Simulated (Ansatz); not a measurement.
## HgS under compression and expansion

```cif
data_structure
_symmetry_space_group_name_H-M 'F-43m'
_symmetry_Int_Tables_number 216
_cell_length_a 5.8580
_cell_length_b 5.8580
_cell_length_c 5.8580
_cell_angle_alpha 90.000
_cell_angle_beta 90.000
_cell_angle_gamma 90.000
_cell_volume 201.02
loop_
_atom_site_label
_atom_site_type_symbol
_atom_site_symmetry_multiplicity
_atom_site_Wyckoff_symbol
_atom_site_fract_x
_atom_site_fract_y
_atom_site_fract_z
_atom_site_occupancy
Hg1 Hg 4 a 0.00000 0.00000 0.00000 1
S1 S 4 c 0.25000 0.25000 0.25000 1
```

The runs use the primitive cell with vectors (0.000, 2.929, 2.929), (2.929, 0.000, 2.929), (2.929, 2.929, 0.000) Å, to which the k mesh refers.

The cell is COD entry 1011368, as deposited and not checked against the literature; nothing was relaxed.

Spin–orbit coupling is left out, though it moves levels of the heavy atoms by tenths of an eV or more.

Methods: DFT, PBE, all-electron LAPW, scalar-relativistic (Ansatz 0.2.0); DFT, PBE, PAW with Ansatz's default frozen-core files, scalar-relativistic (Ansatz 0.2.0).

For LAPW: a Γ-centred 8×8×8 k mesh, Fermi–Dirac smearing of 0.02 eV, basis error target 1 meV/atom, no spin polarisation. PAW takes a cutoff of 420 eV at this cell. The Ansatz runs share mesh, smearing and spin set-up. Plane-wave (PAW) pressures include the program's estimate of the Pulay term.

The cell above is scaled evenly, with fractional coordinates and shape held.

```csv
V/V(cell),V (Å³/atom),"P, LAPW (GPa)","P, PAW (GPa)","free energy over the lowest listed, PAW (meV/atom)"
0.9405,23.633,8.95,8.92,79.5
0.9800,24.625,5.52,5.50,35.2
1.0000,25.128,4.05,4.03,20.3
1.0200,25.631,?,?,?
1.0600,26.636,0.50,0.49,0.0
```

(1) Fill in the row V/V(cell) = 1.0200.

Answers

(1) P, LAPW (GPa) = 2.73, P, PAW (GPa) = 2.72, free energy over the lowest listed, PAW (meV/atom) = 9.8.
